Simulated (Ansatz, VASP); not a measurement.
AlN: VASP beside Ansatz

```
CELL_PARAMETERS angstrom
3.40546 0.00000 0.00000
-1.70273 2.94922 0.00000
0.00000 0.00000 3.96114
ATOMIC_POSITIONS crystal
Al 0.33333 0.66667 0.75000
Al 0.66667 0.33333 0.25000
N 0.33333 0.66667 0.25000
N 0.66667 0.33333 0.75000
```

Alike in both runs: task single point; functional LDA; k mesh 9 × 9 × 6; occupations gaussian, width 0.05 eV; no spin polarisation.

|  | VASP | Ansatz |
| --- | --- | --- |
| version | VASP 6.6.1 | Ansatz 0.2.0 |
| potentials or method | VASP PAW LDA potentials, release 64 (Al, N) | scalar-relativistic, plane waves, PAW |
| plane-wave cutoff (eV) | 520 | 420 |
| valence electrons in the cell | 16 | 16 |

Ansatz gave:

```
gap on the k mesh at the Fermi level (eV)       : 3.53
least direct gap on the mesh (eV)               : 3.53
pressure (GPa)                                  : -8.5
largest component of the traceless stress (GPa) : 10.04
```

Q: Estimate VASP's values.

A: gap on the k mesh at the Fermi level (eV): 3.53; least direct gap on the mesh (eV): 3.53; pressure (GPa): -8.0; largest component of the traceless stress (GPa): 10.21.

Caveats: an odd mesh through Γ misses points on the zone boundary, where band edges often lie. Expect the measured gap to be larger: semilocal functionals such as LDA lack the derivative discontinuity.
